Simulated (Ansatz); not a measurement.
## HgTe: do energies and stresses tell the same story?

Method: Ansatz, DFT r2SCAN, scalar-relativistic, plane waves, PAW.

Settings: cutoff 500 eV, Γ-centred mesh 12×12×12 on the computed 2-atom cell, Gaussian smearing of 0.10 eV; no spin polarisation.

Relaxed cell: Fm-3m, a = 6.094 Å, b = 6.094 Å, c = 6.094 Å, α = 90.00°, β = 90.00°, γ = 90.00°, 2 atoms in the primitive cell. This rock-salt form isn't the usual stable structure of the compound.

Energies at zero smearing and pressures from the stress tensor, at volumes with shape and atoms relaxed:
```
V (Å³/atom) E − E(first) (meV/atom) P (GPa)
     26.593                     0.00     3.83
     27.442                   -14.46     1.72
     28.290                   -18.70    -0.03
     29.139                   -14.50    -1.47
     29.988                    -3.35    -2.66
```

Q: Check P = −dE/dV between neighbouring volumes, and get the bulk modulus from the pressures alone.

A: With 1 eV/Å³ = 160.2 GPa:
```tsv
middle V (Å³/atom)	−ΔE/ΔV (GPa)	mean P (GPa)
27.017	2.730	2.775
27.866	0.800	0.844
28.715	-0.792	-0.752
29.563	-2.106	-2.069
```

The two differ by 0.05 GPa at most. The mean of two end pressures misses the average over a step by about ΔV² P″/12, up to 0.03 GPa here; with that taken off 0.02 GPa remains. Around V = 28.290 Å³/atom, the two neighbours give B = −V ΔP/ΔV = 28.290 × 3.19 / 1.697 = 53.2 GPa, against B0 = 53.2 GPa from the Birch–Murnaghan fit of the energies.

Spin–orbit coupling is left out, which can shift energies with elements as heavy as these.

Cost: 6 runs of about 3.5 core-minutes in all, on Intel Xeon Processor @ 2.50GHz (Skylake/Cascade Lake) (shared hosts).